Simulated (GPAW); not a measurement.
Crystal: C.

```
CELL_PARAMETERS angstrom
0.00000 1.78337 1.78337
1.78337 0.00000 1.78337
1.78337 1.78337 0.00000
ATOMIC_POSITIONS crystal
C 0.25000 0.25000 0.25000
C 0.00000 0.00000 0.00000
```

This isn't the form of C at room conditions, which is graphite.

Base run:

| Item | Value |
| --- | --- |
| Program | GPAW 26.7.0 |
| Functional | TB-mBJ |
| Potentials or basis | GPAW PAW data sets for LDA (gpaw-data 1.2.1) |
| Cutoff | 800 eV |
| Basis | pw |
| k mesh | 10 × 10 × 10 |
| Occupations | fermi-dirac, width 0.05 eV |
| Spin | no spin polarisation |

Its results: band gap on the k mesh 4.99 eV, indirect (least direct gap 6.64 eV).

Q: After a change of settings the same cell gave: band gap on the k mesh 4.13 eV, indirect (least direct gap 5.55 eV). Which change was it?
A. functional from TB-mBJ to optB88-vdW; potentials or basis from GPAW PAW data sets for LDA (gpaw-data 1.2.1) to GPAW PAW data sets (gpaw-data 1.2.1)
B. functional from TB-mBJ to optPBE-vdW; potentials or basis from GPAW PAW data sets for LDA (gpaw-data 1.2.1) to GPAW PAW data sets (gpaw-data 1.2.1)
C. functional from TB-mBJ to LDA; potentials or basis from GPAW PAW data sets for LDA (gpaw-data 1.2.1) to the program's PAW data sets (release 1.2.1) made for this functional

A: C.

Caveats: a model potential gives levels but no total energy (some runs).
